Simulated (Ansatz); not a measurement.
# One structure, 3 elements: TiB2, ZrB2, HfB2

Plane-wave DFT in Ansatz with scalar-relativistic PAW potentials, cutoff 420 eV, Γ-centred meshes chosen by cell and gap, Gaussian smearing with energies taken to zero width. Every cell was relaxed (cell and atoms) in a run of its own, within the symmetry of its start. Functional: PBEsol.

All members share space group P6/mmm and the same sites; only the element on one set of sites changes (Ti, Zr, Hf). Members needn't be the stable form of their composition. Energies over the elements, where given, are against the elements' standard states in the same functional (H₂, N₂, O₂ and halogens uncorrected, Hg as a solid). The first member:

Space group P6/mmm (No. 191). a = 3.017 Å, b = 3.017 Å, c = 3.186 Å, α = 90.00°, β = 90.00°, γ = 120.00°
```tsv
atom	site	symmetry	x	y	z
Ti	1a	6/mmm	0.0000	0.0000	0.0000
B	2d	-6m2	0.3333	0.6667	0.5000
```

| compound | V (Å³/atom) | a (Å) | c (Å) | energy over elements (eV/atom) |
| --- | --- | --- | --- | --- |
| TiB2 | 8.37 | 3.017 | 3.186 | -1.130 |
| HfB2 | 9.73 | 3.128 | 3.446 | -1.082 |

Task: Predict the member with Zr.

Result: V (Å³/atom) 10.08, a (Å) 3.155, c (Å) 3.507, energy over elements (eV/atom) -1.083. Interpolating linearly in period between Ti and Hf would give 9.05 Å³/atom (10.2 % too small), with -1.106 eV/atom over the elements. Over the whole series the volume has no steady trend down the group (least for Ti); all are metallic on the mesh; binding against the elements weakens. Hf is no larger than Zr here (9.73 against 10.08 Å³/atom), as one expects from the lanthanide contraction and relativistic shrinking of 6s.

Spin-orbit coupling is left out, which matters for the bands of heavy elements.